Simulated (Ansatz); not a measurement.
## Ge at a changed volume: Coordination and 73Ge quadrupole coupling

Cell: an entry of the Crystallography Open Database (COD), relaxed with PBE at fixed cell and then changed (volume scaled by 0.96, ions relaxed).

Space group P4_32_12 (No. 96); a = 5.8499, c = 6.8857 Å.

```
site  Wyckoff  site symmetry       x       y       z
 Ge1       4a            ..2  0.0918  0.0918  0.0000
 Ge5       8b              1  0.1731  0.3681  0.2645
```

One atom of each set is listed.

All values are calculated (Ansatz; DFT, PBE, plane waves and PAW, scalar-relativistic, 420 eV cutoff, Γ-centred 8×8×7 k-points, Fermi–Dirac smearing 0.02 eV), not measured.

Q(73Ge) = -196.0 mb.

(1) Order the Ge environments from the weakest to the strongest quadrupole coupling.
A. Ge5: 4 Ge at 2.46–2.49 Å
B. Ge1: 4 Ge at 2.46–2.48 Å

Results:

(1) B (20.0 MHz, η = 0.87), A (29.3 MHz, η = 0.88).

Like point charges on the first shell alone (each adding as 1/d³) would give the same order.

At this changed cell the PBE pressure is 6 GPa.
